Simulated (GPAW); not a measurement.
**Ru: single point with PBE**

Ru:

```xyz
2
Lattice="2.7058 0.0000 0.0000 -1.3529 2.3433 0.0000 0.0000 0.0000 4.2819" Properties=species:S:1:pos:R:3 pbc="T T T"
Ru    1.3529    0.7811    3.2114
Ru    0.0000    1.5622    1.0705
```

```
Program             : GPAW 26.7.0
Task                : single point
Functional          : PBE
Potentials or basis : GPAW PAW data sets (gpaw-data 1.2.1)
Cutoff              : 600 eV
Basis               : pw
k mesh              : 11 × 11 × 6
Occupations         : gaussian, width 0.026 eV
Spin                : no spin polarisation
Maxiter             : 150
```

* Pressure: 3.6 GPa
* Band gap on the k mesh: none (metal or under the smearing width)

Levels at points of the mesh, in eV from the Fermi level:
| k point | band 13 | band 14 | band 15 | band 16 | band 17 | band 18 | band 19 | band 20 |
| --- | --- | --- | --- | --- | --- | --- | --- | --- |
| (0.00, 0.00, 0.00) | -2.35 | -1.85 | -1.85 | -1.33 | -1.33 | 1.23 | 1.23 | 1.37 |
| (0.00, 0.00, 0.50) | -2.69 | -2.69 | -2.63 | -2.63 | 0.60 | 0.60 | 0.60 | 0.60 |

It took 33 s on 1 thread of Arm Neoverse V1, on a shared host, peak memory 0.18 GiB.
